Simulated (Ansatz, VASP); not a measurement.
TePb: VASP beside Ansatz

```
Pb Te
1.0
     0.00000    3.20931    3.20931
     3.20931    0.00000    3.20931
     3.20931    3.20931    0.00000
Pb Te
1 1
Direct
  0.00000 0.00000 0.00000
  0.50000 0.50000 0.50000
```

Change from the starting cell: volume scaled by 0.98.

Alike in both runs: task single point; functional PBEsol; k mesh 7 × 7 × 7; occupations fermi-dirac, width 0.05 eV; no spin polarisation.

|  | VASP | Ansatz |
| --- | --- | --- |
| version | VASP 6.6.1 | Ansatz 0.2.0 |
| potentials or method | VASP PAW PBE potentials, release 64 (Pb_d, Te), cutoff 520 eV | all-electron LAPW, scalar-relativistic |

|  | VASP | Ansatz | Ansatz less VASP |
| --- | --- | --- | --- |
| gap on the k mesh at the Fermi level (eV) | 0.93 | 0.92 | -0.004 |
| least direct gap on the mesh (eV) | 0.93 | 0.92 | -0.004 |
| pressure (GPa) | 0.5 | 0.5 | +0.05 |

Ansatz ran all-electron here, so the differences hold the error of VASP's frozen core and of both bases.

Caveats: the PAW data sets were made with another functional, which shifts forces and pressure a little (VASP). The runs have no spin-orbit coupling, so splittings on Pb, Te are missing.
